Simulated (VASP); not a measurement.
# KF (Carobbiite): X-ray absorption with a core hole, part 2 of 2

What does the core hole do to the absorption edge in KF (Carobbiite)? The cell has space group Fm-3m. The start is a cell from a database of measured crystal structures.

VASP 6.6.1, plane waves and PAW; the level of theory is named at each step.

So far: The structure; Supercell without a hole.

### 3. K edge, Wyckoff site F b, full hole

This step: supercell core-hole method, PBE, full hole; plane waves and PAW (F, K_sv, F) (VASP 6.6.1).

One core electron is taken from the first atom, which POSCAR lists as a species of its own, and NELECT stays that of the neutral valence shell, so the cell is charged against a background. NBANDS covers the range above the edge. The first density still holds the charge taken from the core, which is what the BRMIX lines of the log report.

Input file INCAR:

```
SYSTEM = KF
PREC = Accurate
ENCUT = 400
EDIFF = 1E-06
NELM = 100
ISMEAR = 0
SIGMA = 0.05
LREAL = .FALSE.
ALGO = Normal
GGA = PE
NBANDS = 184
LWAVE = .FALSE.
LCHARG = .FALSE.
KPAR = 4
ICORELEVEL = 2
CLNT = 1
CLN = 1
CLL = 0
CLZ = 1
CH_LSPEC = .TRUE.
CH_NEDOS = 1500
CH_SIGMA = 0.5
NELECT = 96
```

Input file POSCAR:

```
KF
1.0
    2.6718500000      5.3437000000      2.6718500000
    2.6718500000     -5.3437000000      2.6718500000
    2.6718500000     -2.6718500000     -5.3437000000
F K F
1 6 5
Direct
    0.0833333333      0.2500000000      0.6666666667
    0.3333333333      0.0000000000      0.6666666667
    0.1666666667      0.5000000000      0.3333333333
    0.8333333333      0.5000000000      0.6666666667
    0.0000000000      0.0000000000      0.0000000000
    0.6666666667      0.0000000000      0.3333333333
    0.5000000000      0.5000000000      0.0000000000
    0.9166666667      0.7500000000      0.3333333333
    0.5833333333      0.7500000000      0.6666666667
    0.7500000000      0.2500000000      0.0000000000
    0.4166666667      0.2500000000      0.3333333333
    0.2500000000      0.7500000000      0.0000000000
```

Input file KPOINTS:

```
Automatic mesh
0
Gamma
4 3 4
0 0 0
```

Potentials, in the order of the species: F, K_sv and F (PBE family, release 64).

Run with:

```sh
$ mpirun -np 8 vasp_std
```

The log of the run:

```text
[banner, memory and clock lines left out]
running    8 mpi-ranks, on    1 nodes
 distrk:  each k-point on    2 cores,    4 groups
 distr:  one band on    1 cores,    2 groups

 POSCAR found type information on POSCAR F K F
 POSCAR found :  3 types and      12 ions
|                                                                             |
|           W    W    AA    RRRRR   N    N  II  N    N   GGGG   !!!           |
|           W    W   A  A   R    R  NN   N  II  NN   N  G    G  !!!           |
|           W    W  A    A  R    R  N N  N  II  N N  N  G       !!!           |
|           W WW W  AAAAAA  RRRRR   N  N N  II  N  N N  G  GGG   !            |
|           WW  WW  A    A  R   R   N   NN  II  N   NN  G    G                |
|           W    W  A    A  R    R  N    N  II  N    N   GGGG   !!!           |
|                                                                             |
|     For optimal performance we recommend to set                             |
|       NCORE = 2 up to number-of-cores-per-socket                            |
|     NCORE specifies how many cores store one orbital (NPAR=cpu/NCORE).      |
|     This setting can greatly improve the performance of VASP for DFT.       |
|     The default, NCORE=1 might be grossly inefficient on modern             |
|     multi-core architectures or massively parallel machines. Do your        |
|     Unfortunately you need to use the default for GW and RPA                |
|     calculations (for HF NCORE is supported but not extensively tested      |
|     yet).                                                                   |
|                                                                             |

 LDA part: xc-table for (Slater+PW92), standard interpolation
 POSCAR, INCAR and KPOINTS ok, starting setup
 FFT: planning ... GRIDC
 FFT: planning ... GRID_SOFT
 FFT: planning ... GRID
 WAVECAR not read
 entering main loop
       N       E                     dE             d eps       ncg     rms          rms(c)
DAV:   1     0.682475547544E+03    0.68248E+03   -0.32536E+04  6256   0.412E+02
DAV:   2    -0.204188669425E+03   -0.88666E+03   -0.79363E+03  7016   0.176E+02
DAV:   3    -0.250323975455E+03   -0.46135E+02   -0.45202E+02  9056   0.362E+01
DAV:   4    -0.251659655813E+03   -0.13357E+01   -0.13286E+01  9024   0.474E+00
DAV:   5    -0.251668517769E+03   -0.88620E-02   -0.88612E-02  8096   0.401E-01BRMIX: very serious problems
 the old and the new charge density differ
 old charge density:    97.00000 new   96.00001
BRMIX: very serious problems
 the old and the new charge density differ
 old charge density:    97.00000 new   96.00001
BRMIX: very serious problems
 the old and the new charge density differ
 old charge density:    97.00000 new   96.00001
BRMIX: very serious problems
 the old and the new charge density differ
 old charge density:    97.00000 new   96.00001
    0.230E+01
DAV:   6    -0.239095847775E+03    0.12573E+02   -0.10877E+01  7352   0.790E+00    0.111E+01
DAV:   7    -0.238311166805E+03    0.78468E+00   -0.13243E+00  7632   0.255E+00    0.462E+00
DAV:   8    -0.238143329538E+03    0.16784E+00   -0.24006E-01  7160   0.977E-01    0.160E+00
DAV:   9    -0.238122456846E+03    0.20873E-01   -0.36815E-02  7104   0.661E-01    0.333E-01
DAV:  10    -0.238124571742E+03   -0.21149E-02   -0.13498E-02  8208   0.207E-01    0.327E-01
DAV:  11    -0.238125579272E+03   -0.10075E-02   -0.15717E-03  6656   0.112E-01    0.150E-01
DAV:  12    -0.238125351148E+03    0.22812E-03   -0.41984E-04  7680   0.518E-02    0.381E-02
DAV:  13    -0.238125357753E+03   -0.66043E-05   -0.43402E-05  7024   0.134E-02    0.192E-02
DAV:  14    -0.238125360549E+03   -0.27960E-05   -0.51268E-06  6736   0.570E-03    0.923E-03
DAV:  15    -0.238125359805E+03    0.74330E-06   -0.91177E-07  7208   0.287E-03
   1 F= -.23812536E+03 E0= -.23812536E+03  d E =-.123858E-30
 Starting Core_Hole_Spec
 Ending Core_Hole_Spec
```

Elapsed: 2.6 min, on 8 MPI ranks of Intel Xeon Platinum 8488C (Sapphire Rapids), shared host; peak memory 2.8 GiB.

OUTCAR, selected parts (step 3):

```text
NELECT = 96

 ion  position               nearest neighbor table
   1  0.083  0.250  0.667-   5 2.67   4 2.67   2 2.67   6 2.67   7 2.67   3 2.67
   2  0.333  0.000  0.667-  12 2.67   8 2.67   9 2.67  10 2.67   1 2.67  11 2.67   5 3.78   6 3.78
                             6 3.78   7 3.78   7 3.78   4 3.78   3 3.78   4 3.78   5 3.78   5 3.78
   3  0.167  0.500  0.333-  12 2.67   9 2.67  10 2.67  11 2.67   8 2.67   1 2.67   7 3.78   4 3.78
                             4 3.78   5 3.78   5 3.78   2 3.78   6 3.78   6 3.78   7 3.78   7 3.78
   4  0.833  0.500  0.667-  10 2.67   9 2.67   1 2.67  11 2.67  12 2.67   8 2.67   7 3.78   3 3.78
                             3 3.78   5 3.78   5 3.78   2 3.78   6 3.78   2 3.78   7 3.78   7 3.78
   5  0.000  0.000  0.000-   1 2.67   8 2.67   9 2.67  10 2.67  11 2.67  12 2.67   6 3.78   2 3.78
                             3 3.78   4 3.78   3 3.78   4 3.78   7 3.78   7 3.78   2 3.78   6 3.78
   6  0.667  0.000  0.333-  10 2.67   8 2.67   1 2.67  11 2.67  12 2.67   9 2.67   5 3.78   2 3.78
                             2 3.78   7 3.78   7 3.78   4 3.78   3 3.78   3 3.78   5 3.78   5 3.78
   7  0.500  0.500  0.000-   9 2.67  11 2.67   1 2.67  10 2.67   8 2.67  12 2.67   4 3.78   3 3.78
                             6 3.78   2 3.78   2 3.78   6 3.78   5 3.78   5 3.78   4 3.78   3 3.78
   8  0.917  0.750  0.333-   5 2.67   3 2.67   2 2.67   6 2.67   7 2.67   4 2.67
   9  0.583  0.750  0.667-   7 2.67   3 2.67   4 2.67   5 2.67   2 2.67   6 2.67
  10  0.750  0.250  0.000-   4 2.67   6 2.67   2 2.67   5 2.67   3 2.67   7 2.67
  11  0.417  0.250  0.333-   7 2.67   4 2.67   5 2.67   6 2.67   3 2.67   2 2.67
  12  0.250  0.750  0.000-   2 2.67   3 2.67   4 2.67   5 2.67   6 2.67   7 2.67

 Found     17 irreducible k-points:

   k-points           NKPTS =     17   k-points in BZ     NKDIM =     17   number of bands    NBANDS=    184

 the core state eigenenergies are
   1-  1s   -735.0420
   2-  1s  -3515.4742  2s   -346.7299  2p   -273.4430
   3-  1s  -3515.4507  2s   -346.7062  2p   -273.4193
   4-  1s  -3515.4742  2s   -346.7299  2p   -273.4430
   5-  1s  -3515.4507  2s   -346.7062  2p   -273.4193
   6-  1s  -3515.4507  2s   -346.7062  2p   -273.4193
   7-  1s  -3515.4507  2s   -346.7062  2p   -273.4193
   8-  1s   -653.0772
   9-  1s   -653.0766
  10-  1s   -653.1834
  11-  1s   -653.1834
  12-  1s   -653.0772

 E-fermi :  -1.9597

 k-point     1 :       0.0000    0.0000    0.0000
  band No.  band energies     occupation
    ...
     44      -2.5387      2.00000
     45      -2.5155      2.00000
     46      -2.3794      2.00000
     47      -2.3614      2.00000
     48      -2.3607      2.00000
     49       3.2176      0.00000
     50       5.9160      0.00000
     51       6.1279      0.00000
     52       6.3461      0.00000
     53       6.5261      0.00000
    ...

 k-point     2 :       0.2500   -0.0000   -0.0000
  band No.  band energies     occupation
    ...
     44      -2.5137      2.00000
     45      -2.4980      2.00000
     46      -2.4721      2.00000
     47      -2.4213      2.00000
     48      -2.3792      2.00000
     49       3.7212      0.00000
     50       5.8744      0.00000
     51       6.1331      0.00000
     52       6.1769      0.00000
     53       6.5462      0.00000
    ...

  Total      -11.6204511    -11.6035074    -11.6204511      0.0272242      0.0272242     -0.0356624
  in kB      -81.3422361    -81.2236310    -81.3422361      0.1905671      0.1905676     -0.2496339
  external PRESSURE =     -81.3027011 kB  Pullay stress =       0.0000000 kB

 POSITION                                       TOTAL-FORCE (eV/Angst)
 -----------------------------------------------------------------------------------
      2.67185     -2.67185     -2.67185        -0.000000     -0.000000      0.000000
      2.67185     -0.00000     -2.67185        -0.014318      0.735593     -0.014318
      2.67185     -2.67185      0.00000         0.045964     -0.046327      0.764704
      5.34370     -0.00000     -0.00000         0.014318     -0.735593      0.014318
      0.00000      0.00000      0.00000        -0.045964      0.046327     -0.764704
      2.67185      2.67185      0.00000        -0.764704      0.046327     -0.045964
      2.67185      0.00000      2.67185         0.764704     -0.046327      0.045964
      5.34370      0.00000      2.67185         0.078156     -0.000000     -0.078156
      5.34370     -2.67185     -0.00000        -0.000000     -0.000000      0.000000
      2.67185      2.67185      2.67185        -0.003226     -0.000000      0.003226
      2.67185      0.00000      0.00000         0.003226     -0.000000     -0.003226
      2.67185     -2.67185      2.67185        -0.078156     -0.000000      0.078156
 -----------------------------------------------------------------------------------
    total drift:                               -0.000000     -0.000004     -0.000004

  FREE ENERGIE OF THE ION-ELECTRON SYSTEM (eV)
  ---------------------------------------------------
  free  energy   TOTEN  =      -238.1253598054 eV

  energy  without entropy=     -238.1253598054  energy(sigma->0) =     -238.12535981

[... 7 parts as in an earlier step ...]

[... 4 further parts left out ...]
```

This step gave:

```yaml
free_energy_toten: -238.1254 eV
fermi_energy: -1.960 eV
```

Smoothed further by a Gaussian, to a width of roughly 1 to 1.2 eV in all; heights scale with one over the cell volume; the energy axis is the program's own, and the fall at its high end is where NBANDS ends. Table of imaginary dielectric function times 10^5 by photon energy; read off at these points:

| photon energy (eV) | xx | yy |
| --- | --- | --- |
| 665.0 | 1.3e-5 | 0 |
| 666.0 | 0.00701 | 0.00593 |
| 667.0 | 0.153 | 0.180 |
| 668.0 | 1.34 | 1.31 |
| 669.0 | 10.3 | 10.3 |
| 669.3 | 12.0 | 12.1 |
| 670.0 | 7.28 | 7.39 |
| 671.0 | 2.76 | 2.66 |
| 672.0 | 6.06 | 6.30 |
| 672.4 | 6.88 | 7.20 |
| 673.0 | 6.37 | 6.28 |
| 674.0 | 5.03 | 4.93 |
| 675.0 | 2.66 | 2.58 |
| 676.0 | 2.34 | 2.20 |
| 677.0 | 2.17 | 2.44 |
| 678.0 | 3.56 | 3.45 |
| 679.0 | 3.20 | 3.41 |
| 680.0 | 1.55 | 1.41 |
| 681.0 | 1.33 | 1.21 |
| 682.0 | 3.08 | 3.11 |
| 683.0 | 5.06 | 4.82 |
| 684.0 | 6.47 | 7.45 |
| 685.0 | 10.6 | 9.83 |
| 685.3 | 11.1 | 10.8 |
| 685.4 | 11.0 | 10.9 |
| 686.0 | 7.89 | 7.97 |
| 687.0 | 3.20 | 3.13 |
| 688.0 | 3.13 | 3.11 |
| 689.0 | 2.17 | 2.01 |
| 690.0 | 1.80 | 1.95 |
| 691.0 | 2.10 | 2.46 |
| 692.0 | 4.04 | 3.92 |
| 693.0 | 4.98 | 4.63 |
| 694.0 | 3.90 | 4.14 |
| 695.0 | 3.98 | 4.25 |
| 696.0 | 4.34 | 3.86 |
| 697.0 | 3.74 | 4.02 |
| 698.0 | 3.40 | 3.49 |
| 699.0 | 3.01 | 2.58 |
| 700.0 | 1.67 | 1.85 |
| 701.0 | 0.280 | 0.354 |
| 702.0 | 0.00760 | 0.00756 |
| 703.0 | 0 | 0 |

The smoothed xx curve reaches a tenth of its top at about 668 eV.

### 4. K edge, Wyckoff site F b, no hole

This step: supercell core-hole method, PBE, no hole; plane waves and PAW (F, K_sv, F) (VASP 6.6.1).

With CLZ = 0 the final states feel no hole, which shows what the hole does. NBANDS covers the range above the edge.

Edit INCAR of step 3 so:

```diff
@@ -18,3 +18,3 @@
 CLL = 0
-CLZ = 1
+CLZ = 0
 CH_LSPEC = .TRUE.
@@ -22,2 +22 @@
 CH_SIGMA = 0.5
-NELECT = 96
```

POSCAR is that of step 3.

KPOINTS is that of step 3.

Run with:

```sh
$ mpirun -np 8 vasp_std
```

The log of the run:

```text
[banner, memory and clock lines left out]
running    8 mpi-ranks, on    1 nodes
 distrk:  each k-point on    2 cores,    4 groups
 distr:  one band on    1 cores,    2 groups

 POSCAR found type information on POSCAR F K F
 POSCAR found :  3 types and      12 ions
 [... a notice as in an earlier step ...]

 LDA part: xc-table for (Slater+PW92), standard interpolation
 POSCAR, INCAR and KPOINTS ok, starting setup
 FFT: planning ... GRIDC
 FFT: planning ... GRID_SOFT
 FFT: planning ... GRID
 WAVECAR not read
 entering main loop
       N       E                     dE             d eps       ncg     rms          rms(c)
DAV:   1     0.866822949313E+03    0.86682E+03   -0.32024E+04  6256   0.411E+02
DAV:   2    -0.105122976882E+02   -0.87734E+03   -0.78344E+03  7016   0.174E+02
DAV:   3    -0.546437713331E+02   -0.44131E+02   -0.43035E+02  9120   0.358E+01
DAV:   4    -0.571545784826E+02   -0.25108E+01   -0.24994E+01  9008   0.545E+00
DAV:   5    -0.571680585290E+02   -0.13480E-01   -0.13479E-01  8128   0.506E-01    0.149E+01
DAV:   6    -0.500306706804E+02    0.71374E+01   -0.58344E+00  7128   0.678E+00    0.107E+01
DAV:   7    -0.498928084493E+02    0.13786E+00   -0.55963E-01  8008   0.135E+00    0.565E+00
DAV:   8    -0.498185810972E+02    0.74227E-01   -0.23228E-01  6776   0.960E-01    0.131E+00
DAV:   9    -0.498393854596E+02   -0.20804E-01   -0.25719E-02  7848   0.320E-01    0.294E-01
DAV:  10    -0.498462381384E+02   -0.68527E-02   -0.47015E-03  6840   0.149E-01    0.204E-01
DAV:  11    -0.498464764232E+02   -0.23828E-03   -0.23573E-04  7688   0.458E-02    0.936E-02
DAV:  12    -0.498466141687E+02   -0.13775E-03   -0.10819E-04  6736   0.237E-02    0.242E-02
DAV:  13    -0.498466202623E+02   -0.60936E-05   -0.76240E-06  7608   0.697E-03    0.749E-03
DAV:  14    -0.498466190058E+02    0.12566E-05   -0.70109E-07  6552   0.253E-03    0.101E-03
DAV:  15    -0.498466189012E+02    0.10450E-06   -0.20036E-07  5936   0.844E-04
   1 F= -.49846619E+02 E0= -.49846619E+02  d E =-.255705E-20
 Starting Core_Hole_Spec
 Ending Core_Hole_Spec
```

Run time: 2.5 min. Hardware: 8 MPI ranks; peak memory 2.8 GiB.

Parts of OUTCAR (step 4):

```text
 Found     17 irreducible k-points:

   NELECT =      96.0000    total number of electrons

 the core state eigenenergies are
   1-  1s   -653.5360
   2-  1s  -3515.4753  2s   -346.7758  2p   -273.4840
   3-  1s  -3515.4753  2s   -346.7758  2p   -273.4840
   4-  1s  -3515.4753  2s   -346.7758  2p   -273.4840
   5-  1s  -3515.4753  2s   -346.7758  2p   -273.4840
   6-  1s  -3515.4753  2s   -346.7758  2p   -273.4840
   7-  1s  -3515.4753  2s   -346.7758  2p   -273.4840
   8-  1s   -653.5361
   9-  1s   -653.5360
  10-  1s   -653.5360
  11-  1s   -653.5360
  12-  1s   -653.5361

 E-fermi :  -2.5092

 k-point     1 :       0.0000    0.0000    0.0000
  band No.  band energies     occupation
    ...
     44      -3.0111      2.00000
     45      -3.0111      2.00000
     46      -2.8297      2.00000
     47      -2.8297      2.00000
     48      -2.8297      2.00000
     49       3.3602      0.00000
     50       6.2626      0.00000
     51       6.4898      0.00000
     52       6.4898      0.00000
     53       6.7611      0.00000
    ...

 k-point     2 :       0.2500   -0.0000   -0.0000
  band No.  band energies     occupation
    ...
     44      -2.9961      2.00000
     45      -2.9880      2.00000
     46      -2.9634      2.00000
     47      -2.8958      2.00000
     48      -2.8531      2.00000
     49       3.9093      0.00000
     50       6.4009      0.00000
     51       6.4061      0.00000
     52       6.4131      0.00000
     53       6.4432      0.00000
    ...

  Total       -4.6891785     -4.6910578     -4.6891785      0.0055004      0.0055004     -0.0126676
  in kB      -32.8238777    -32.8370321    -32.8238777      0.0385021      0.0385022     -0.0886722
  external PRESSURE =     -32.8282625 kB  Pullay stress =       0.0000000 kB

 POSITION                                       TOTAL-FORCE (eV/Angst)
 -----------------------------------------------------------------------------------
      2.67185     -2.67185     -2.67185         0.000000      0.000000      0.000000
      2.67185     -0.00000     -2.67185        -0.000001     -0.000001     -0.000001
      2.67185     -2.67185      0.00000         0.000000     -0.000001      0.000000
      5.34370     -0.00000     -0.00000         0.000001      0.000001      0.000001
      0.00000      0.00000      0.00000        -0.000000      0.000001     -0.000000
      2.67185      2.67185      0.00000        -0.000000      0.000001     -0.000000
      2.67185      0.00000      2.67185         0.000000     -0.000001      0.000000
      5.34370      0.00000      2.67185        -0.000000      0.000000      0.000000
      5.34370     -2.67185     -0.00000         0.000000     -0.000000      0.000000
      2.67185      2.67185      2.67185        -0.000000     -0.000000      0.000000
      2.67185      0.00000      0.00000         0.000000     -0.000000     -0.000000
      2.67185     -2.67185      2.67185         0.000000      0.000000     -0.000000
 -----------------------------------------------------------------------------------
    total drift:                               -0.000000     -0.000004     -0.000004

  FREE ENERGIE OF THE ION-ELECTRON SYSTEM (eV)
  ---------------------------------------------------
  free  energy   TOTEN  =       -49.8466189012 eV

  energy  without entropy=      -49.8466189012  energy(sigma->0) =      -49.84661890

[... 9 parts as in an earlier step ...]

[... 4 further parts left out ...]
```

Numbers from this step:

- free energy (TOTEN): -49.85 eV
- Fermi energy: -2.509 eV
- pressure: -3.283 GPa

The imaginary dielectric function times 10^5 has structure finer than the step of the table below, so its rows give means over 2 eV, whole bins alone (the curve runs from 664 to 709 eV). Peaks (eV: height): xx 669.9: 11.8, 673.9: 11.0, 678.4: 5.56, 685.9: 12.8, 697.1: 5.45; yy 669.9: 11.7, 673.9: 11.0, 678.8: 5.50, 685.9: 12.8, 697.4: 5.55.

Smoothed further by a Gaussian, to a width of roughly 1 to 1.2 eV in all; heights scale with one over the cell volume; the energy axis is the program's own, and the fall at its high end is where NBANDS ends. Imaginary dielectric function times 10^5 against photon energy; means over each step:

| photon energy (eV) | xx | yy |
| --- | --- | --- |
| 666 | 0.0348 | 0.0335 |
| 668 | 1.69 | 1.69 |
| 670 | 9.18 | 9.19 |
| 672 | 7.31 | 7.30 |
| 674 | 9.43 | 9.44 |
| 676 | 4.67 | 4.68 |
| 678 | 4.69 | 4.65 |
| 680 | 2.80 | 2.83 |
| 682 | 2.87 | 2.86 |
| 684 | 4.87 | 4.93 |
| 686 | 10.6 | 10.6 |
| 688 | 6.53 | 6.43 |
| 690 | 2.76 | 2.84 |
| 692 | 3.75 | 3.73 |
| 694 | 5.02 | 4.98 |
| 696 | 5.20 | 5.19 |
| 698 | 4.81 | 4.94 |
| 700 | 2.09 | 1.99 |
| 702 | 0.0349 | 0.0629 |
| 704 | 0 | 0 |

The smoothed xx curve reaches a tenth of its top at about 668 eV.

### 5. Summary

This step: supercell core-hole method, PBE; plane waves and PAW (VASP 6.6.1).

Derived from the runs above.

Core-hole runs:

| site | hole | cost (core minutes) |
| --- | --- | --- |
| F b | full hole | 20.81 |
| F b | no hole | 19.6 |

### 6. Outcome

| Property | Result |
| --- | --- |
| K edge of F b, full hole | xx reaches a tenth of its top at 667.96 eV on the program's axis; share within the next 5 eV of the next 20 eV: 32 % |
| K edge of F b, no hole | xx reaches a tenth of its top at 668.05 eV on the program's axis; share within the next 5 eV of the next 20 eV: 29 % |

**Reading.** The F K edge, for light polarised along x, reaches a tenth of its top at 667.96 eV on the program's axis. That mark passes over any weaker pre-edge, and only dipole transitions enter. In the charged run (full hole) weight just under or at the onset may be a state bound to the hole or the highest filled band counted as a final state; this wasn't checked, so onset and share of that run are in doubt. Share of the first 20 eV of absorption, for light polarised along x, that lies within 5 eV of each run's own onset: 29 % with no hole and 32 % with full hole. One site of the element was run (Wyckoff letter b). With 12 atoms and a 4×3×4 mesh the peak shapes still carry the imprint of the mesh, and the holes are close enough to feel one another. The fall at the high end is where NBANDS ends. The other core electrons stay frozen, so neither the program's energy axis nor the change of TOTEN is an excitation energy; spectra are aligned at the onset when set beside measurement. The given cell is kept, although it stands at -3.3 GPa at PBE and ENCUT = 400 eV, which holds the mismatch of the given cell with this functional, any error of the entry itself and any basis-set error. Not tabulated here, as repeats of values shown or as unfit to read for their mesh, reference level or band range: gaps (K edge, supercell without a hole); pressures of a box with vacuum or a charge (K edge); core levels (K edge).

[Lines on the potential files, build, host, timing and source positions are cut from VASP's logs without a mark.]

[Logs are printed without paths, hosts, clocks, repeated set-up lines and the standing remarks that a program may print on its own settings, such as how far it seeks lower states.]

[Hosts, paths, dates, database ids (printed as entryN), source tags and the programs' standing remarks are cut or masked in the printed files.]
